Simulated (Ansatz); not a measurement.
**Sc under changes of volume**

One of the cells (23.086 Å³/atom); the others are scaled copies at fixed shape and fractional positions:

```
CELL_PARAMETERS angstrom
0.00000 2.26000 2.26000
2.26000 0.00000 2.26000
2.26000 2.26000 0.00000
ATOMIC_POSITIONS crystal
Sc 0.00000 0.00000 0.00000
```

This isn't the form of Sc at room conditions, which is hcp.

* Program: Ansatz 0.2.0
* Functional: PBE
* Potentials or basis: all-electron LAPW, scalar-relativistic
* Cutoff: 188 eV (chosen from the basis error)
* Basis error allowed: 0.0005 eV/atom
* k mesh: 10 × 10 × 10
* Occupations: fermi-dirac, width 0.05 eV
* Spin: no spin polarisation

```tsv
volume (Å³/atom)	energy over the lowest point (meV/atom)	pressure (GPa)
21.701	67.14	8.1
22.163	46.24	6.5
22.625	29.60	5.1
23.086	?	?
23.548	7.99	2.6
24.010	2.43	1.5
24.472	0.00	0.4
```

Question: What does the run at 23.086 Å³/atom give?

Answer: Energy over the lowest point 16.95 meV/atom; pressure 3.8 GPa.

Worked out: A Birch-Murnaghan fit of order 3 (a polynomial in V^(-2/3)) to the other rows has its minimum at 24.62 Å³/atom, just outside them, with B0 = V·E''(V) = 53 GPa and B' = 3.1. It gives 16.98 meV/atom at 23.086 Å³/atom, against the run's 16.95, and -dE/dV = 3.7 GPa, against 3.8.

Energies are extrapolated to zero smearing.
